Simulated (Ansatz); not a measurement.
A surface is cut from this relaxed crystal of WS₂:

```
W S
1.0
     3.18757    0.00000    0.00000
    -1.59378    2.76051    0.00000
     0.00000    0.00000   24.17075
W S
2 4
Cartesian
  0.0000 1.8403 15.8068
  1.5938 0.9202 8.3639
  0.0000 1.8403 6.7928
  1.5938 0.9202 14.2356
  0.0000 1.8403 9.9351
  1.5938 0.9202 17.3779
```

Miller indices refer to the conventional cell of P-3m1 (No. 164), a = 3.188 Å, b = 3.188 Å, c = 24.171 Å, α = 90.00°, β = 90.00°, γ = 120.00°. The bulk's gap is 1.73 eV.

Consider the (001) slab of 8 planes, 37.8 Å thick with 15 Å of vacuum as cut; outer planes S (top) and S (bottom), all atoms relaxed.

The calculation used DFT PBE, scalar-relativistic, plane waves, PAW (Ansatz). Cutoff 420 eV; k points 9×9×1 on the computed 8-atom cell (Γ-centred); Gaussian smearing, width 0.05 eV; no spin polarisation. A dipole correction removes the field between periodic images along c.

The slab isn't stoichiometric (WS3), so its surface energy depends on the chemical potentials; it is given with the excess atoms taken from the element's standard state, a limit at which the compound may itself be unstable, so the figure can be too low. This cut of an insulator is polar or leaves open shells, so the slab is metallic here; real surfaces compensate by reconstruction or adsorbates.

(1) Estimate the surface energy with the excess atoms taken from the elements.

(2) Give the gap of the slab on the mesh.

(3) Predict the work function.

(4) The top two planes lie 13.586 Å apart in the bulk. How does relaxation change this?

Spin-orbit coupling is left out, which matters for the bands of heavy elements. Each cell of WS2 holds layers, and where no dispersion correction was added their binding is poorly described.

Answers

(1) 3.77 J/m².

(2) None (metal or semimetal).

(3) 7.03 eV.

(4) The spacing becomes 13.586 Å (0.0 %).

The reference crystal is a form of WS2, which isn't its usual structure.

Cost: 4 runs of about 2.4 core-minutes in all, on Intel Xeon 6975P-C (Granite Rapids) (shared hosts).